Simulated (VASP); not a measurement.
Input of a VASP 6.6.1 run:

The input INCAR:

```
SYSTEM = BaTe
  PREC = Accurate
  ENCUT = 520
  EDIFF = 1E-6
  ISMEAR = 0
  SIGMA = 0.02
  LREAL = .False.
  LASPH = .True.
  NELM = 100
  ALGO = Fast
  ISIF = 2
  LWAVE = .False.
  LCHARG = .False.
  GGA = PS
  NBANDS = 15
```

KPOINTS

```
Automatic mesh
0
Gamma
  8 8 8
  0 0 0
```

File POSCAR:

```
BaTe
1.0
    0.0000000000      3.4709629904      3.4709629904
    3.4709629904      0.0000000000      3.4709629904
    3.4709629904      3.4709629904      0.0000000000
Ba Te
1 1
Direct
    0.0000000000      0.0000000000      0.0000000000
    0.5000000000      0.5000000000      0.5000000000
```

Potentials or basis: VASP PAW PBE potentials, release 64 (Ba_sv, Te).

Launch:

```bash
$ cat potpaw_PBE.64/Ba_sv/POTCAR potpaw_PBE.64/Te/POTCAR > POTCAR
$ mpirun -np 1 vasp_std > vasp.out
```

Question: Estimate the band gap on the k mesh.

Answer: 1.37 eV, indirect (least direct gap 1.76 eV).

Question: What does it give for the pressure?

Answer: 0.4 GPa.

Caveat: the PAW data sets were made with another functional, which shifts forces and pressure a little; spin-orbit coupling is left out, which moves the levels of the heavy elements. A k mesh can miss the band edges.
